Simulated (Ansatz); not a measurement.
## An elastic constant from a strain scan in GaAs

Method: DFT r2SCAN, scalar-relativistic, plane waves, PAW in Ansatz. The runs took a 500 eV cutoff, a Γ-centred 8×8×8 mesh and Gaussian smearing (0.05 eV). No spin polarisation. Energies are free energies at this smearing, counted from the undisturbed cell; pressure is positive in compression.

Zero of the scan (relaxed at this level):

```yaml
crystal:
  lattice:
    - [0.00000, 2.83320, 2.83320]
    - [2.83320, 0.00000, 2.83320]
    - [2.83320, 2.83320, 0.00000]
  atoms:
    - { symbol: Ga, position: [0.00000, 0.00000, 0.00000] }
    - { symbol: As, position: [0.75000, 0.75000, 0.75000] }
```

The cell is strained by ε times the Voigt pattern (0, 0, 1, 0, 0, 0) (xx, yy, zz, yz, xz, xy; engineering shear) with fractional coordinates fixed. The cell holds 2 atoms in V0 = 45.48 Å³. The stress column is τ = (1/V0) dE/dε, got from the stress tensor σ (compression positive) at each point as −det(1 + εP) σ : P(1 + εP)⁻¹, with P the pattern as a tensor.

| ε | ΔE (meV/atom) | τ (GPa) |
| --- | --- | --- |
| -0.0200 | 3.398 | -2.408 |
| -0.0150 | 1.908 | -1.796 |
| -0.0100 | 0.846 | -1.191 |
| -0.0050 | 0.213 | -0.593 |
| 0.0000 | 0.000 | -0.002 |
| 0.0050 | 0.207 | 0.581 |
| 0.0100 | 0.825 | 1.158 |
| 0.0150 | 1.850 | 1.727 |
| 0.0175 | 2.515 | 2.009 |
| 0.0200 | ? | ? |

Question: Which combination of elastic constants does this scan measure, and how large is it?

Answer: For small ε, τ = τ0 + Kε with K = pᵀCp, which for this pattern is C11 in the cubic axes. The parabola through τ at ε = -0.0050, 0 and 0.0050 has slope K = 117 GPa at zero. The energies per cell, E = NΔE, of the same two points give K = 2[E(ε₊)/ε₊ − E(ε₋)/ε₋]/[(ε₊ − ε₋)V0] = 118 GPa, in agreement.

Question: Predict the withheld row at ε = 0.0200 from the harmonic law, and compare.

Answer: ΔE = V0(τ0 ε + Kε²/2)/N = 3.328 meV/atom and τ = 2.35 GPa. The calculation gives 3.275 meV/atom and 2.29 GPa, a miss of 1.6 % of the harmonic energy, so the harmonic law still holds here.